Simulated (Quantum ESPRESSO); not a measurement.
# Ge (P-1) in Quantum ESPRESSO: single point with LDA

Aim: the single point of Ge with LDA.

All numbers are computed with Quantum ESPRESSO 7.5; they aren't measurements. Logs are shortened: lines on timing, memory, paths and dates and some standing lists are left out, and cuts for length are marked.

**1. Starting point**

The typed cell holds 1 atom: a = 2.981 Å, b = 2.963 Å, c = 2.914 Å, α = 61.22°, β = 60.32°, γ = 60.50°.

This isn't the form of Ge at room conditions, which is diamond.

**2. Single point, LDA**

pw.in reads:

```
&CONTROL
  calculation = 'scf'
  prefix = 'pwscf'
  outdir = './tmp'
  pseudo_dir = './pseudo'
  tprnfor = .true.
  tstress = .true.
  disk_io = 'nowf'
/
&SYSTEM
  ibrav = 0
  nat = 1
  ntyp = 1
  ecutwfc = 45
  ecutrho = 360
  nbnd = 13
  occupations = 'smearing'
  smearing = 'mv'
  degauss = 0.00367493
/
&ELECTRONS
  conv_thr = 2d-10
  electron_maxstep = 120
  mixing_beta = 0.5
/
ATOMIC_SPECIES
Ge    72.6300 ge_lda_v1.4.uspp.F.UPF
CELL_PARAMETERS angstrom
  -0.0282083000    2.1019966500    2.1134578200
   2.0716247400   -0.0325513900    2.1178009100
   2.0429605600    2.0776755600   -0.0038872100
ATOMIC_POSITIONS angstrom
Ge     0.0000000000    0.0000000000    0.0000000000
K_POINTS automatic
11 11 11 0 0 0
```

Potentials or basis: GBRV 1.5 LDA.

The run is started by

```
> OMP_NUM_THREADS=1 pw.x -in pw.in > pw.out
```

pw.out:

```text
This program is part of the open-source Quantum ESPRESSO suite
     for quantum simulation of materials; please cite
         "P. Giannozzi et al., J. Phys.:Condens. Matter 21 395502 (2009);
         "P. Giannozzi et al., J. Phys.:Condens. Matter 29 465901 (2017);
         "P. Giannozzi et al., J. Chem. Phys. 152 154105 (2020);
     in publications or presentations arising from this work. More details at

     Message from routine setup:
     using ibrav=0 with symmetry is DISCOURAGED, use correct ibrav instead

     G-vector sticks info
     --------------------
     sticks:   dense  smooth     PW     G-vecs:    dense   smooth      PW
     Sum         783     387    137                14347     5051    1025

     Using Slab Decomposition

     bravais-lattice index     =            0
     lattice parameter (alat)  =       5.6331  a.u.
     unit-cell volume          =     124.6601 (a.u.)^3
     number of atoms/cell      =            1
     number of atomic types    =            1
     number of electrons       =        14.00
     number of Kohn-Sham states=           13
     kinetic-energy cutoff     =      45.0000  Ry
     charge density cutoff     =     360.0000  Ry
     scf convergence threshold =      2.0E-10
     mixing beta               =       0.5000
     number of iterations used =            8  plain     mixing
     Exchange-correlation=  SLA  PZ   NOGX NOGC
                           (   1   1   0   0   0   0   0)

     celldm(1)=   5.633124  celldm(2)=   0.000000  celldm(3)=   0.000000
     celldm(4)=   0.000000  celldm(5)=   0.000000  celldm(6)=   0.000000

     crystal axes: (cart. coord. in units of alat)
               a(1) = (  -0.009463   0.705150   0.708995 )
               a(2) = (   0.694961  -0.010920   0.710452 )
               a(3) = (   0.685345   0.696991  -0.001304 )

     reciprocal axes: (cart. coord. in units 2 pi/alat)
               b(1) = ( -0.710019  0.699475  0.705289 )
               b(2) = (  0.709902 -0.696726  0.702423 )
               b(3) = (  0.729452  0.716160 -0.702540 )

     PseudoPot. # 1 for Ge read from file:
     ge_lda_v1.4.uspp.F.UPF
     Pseudo is Ultrasoft + core correction, Zval = 14.0
     Generated by new atomic code, or converted to UPF format
     Using radial grid of  873 points,  6 beta functions with:
                l(1) =   0
                l(2) =   0
                l(3) =   1
                l(4) =   1
                l(5) =   2
                l(6) =   2
     Q(r) pseudized with  8 coefficients,  rinner =    1.400   1.400   1.400
                                                       1.400   1.400

     atomic species   valence    mass     pseudopotential
     Ge               14.00    72.63000     Ge( 1.00)

      2 Sym. Ops., with inversion, found

   Cartesian axes

     site n.     atom                  positions (alat units)
         1        Ge     tau(   1) = (   0.0000000   0.0000000   0.0000000  )

     number of k points=   666  Marzari-Vanderbilt smearing, width (Ry)=  0.0037

     Number of k-points >= 100: set verbosity='high' to print them.

     Dense  grid:    14347 G-vectors     FFT dimensions: (  36,  36,  36)

     Smooth grid:     5051 G-vectors     FFT dimensions: (  25,  24,  24)

     Initial potential from superposition of free atoms

     starting charge      13.9993, renormalised to      14.0000
     Starting wfcs are    9 randomized atomic wfcs +    4 random wfcs

     Self-consistent Calculation

     iteration #  1     ecut=    45.00 Ry     beta= 0.50
     Davidson diagonalization with overlap
     ethr =  1.00E-02,  avg # of iterations =  4.3

     Threshold (ethr) on eigenvalues was too large:
     Diagonalizing with lowered threshold

     Davidson diagonalization with overlap
     ethr =  1.73E-05,  avg # of iterations =  4.2

     total energy              =    -213.06262475 Ry
     estimated scf accuracy    <       0.00243131 Ry

     iteration #  2     ecut=    45.00 Ry     beta= 0.50
     Davidson diagonalization with overlap
     ethr =  1.74E-05,  avg # of iterations =  1.0

     total energy              =    -213.06280506 Ry
     estimated scf accuracy    <       0.00024233 Ry

     iteration #  3     ecut=    45.00 Ry     beta= 0.50
     Davidson diagonalization with overlap
     ethr =  1.73E-06,  avg # of iterations =  1.3

     total energy              =    -213.06280961 Ry
     estimated scf accuracy    <       0.00002174 Ry

     iteration #  4     ecut=    45.00 Ry     beta= 0.50
     Davidson diagonalization with overlap
     ethr =  1.55E-07,  avg # of iterations =  1.2

     total energy              =    -213.06281067 Ry
     estimated scf accuracy    <       0.00000013 Ry

     iteration #  5     ecut=    45.00 Ry     beta= 0.50
     Davidson diagonalization with overlap
     ethr =  9.16E-10,  avg # of iterations =  3.8

     total energy              =    -213.06281074 Ry
     estimated scf accuracy    <          9.2E-09 Ry

     iteration #  6     ecut=    45.00 Ry     beta= 0.50
     Davidson diagonalization with overlap
     ethr =  6.58E-11,  avg # of iterations =  2.0

     End of self-consistent calculation

     Number of k-points >= 100: set verbosity='high' to print the bands.

     the Fermi energy is    10.9771 ev

!    total energy              =    -213.06281074 Ry
     estimated scf accuracy    <          1.4E-10 Ry
     smearing contrib. (-TS)   =      -0.00001011 Ry
     internal energy E=F+TS    =    -213.06280063 Ry

     The total energy is F=E-TS. E is the sum of the following terms:
     one-electron contribution =    -113.39602982 Ry
     hartree contribution      =      70.88934448 Ry
     xc contribution           =     -57.24246387 Ry
     ewald contribution        =    -113.31365142 Ry

     convergence has been achieved in   6 iterations

     Forces acting on atoms (cartesian axes, Ry/au):

     atom    1 type  1   force =     0.00000000    0.00000000    0.00000000

     Total force =     0.000000     Total SCF correction =     0.000000

     Computing stress (Cartesian axis) and pressure

          total   stress  (Ry/bohr**3)                   (kbar)     P=      -13.48
  -0.00014896   0.00008732  -0.00000359          -21.91       12.85       -0.53
   0.00008732  -0.00010557   0.00000389           12.85      -15.53        0.57
  -0.00000359   0.00000389  -0.00002031           -0.53        0.57       -2.99

=------------------------------------------------------------------------------=
   JOB DONE.
=------------------------------------------------------------------------------=
```

It took 39 s on 1 thread of Intel Xeon Platinum 8488C (Sapphire Rapids), shared host; peak memory 0.17 GiB.

Results:

```yaml
Free_energy: -2898.8672 eV
Pressure: -1.3 GPa
Band_gap_on_the_k_mesh: none (metal or under the smearing width)
```
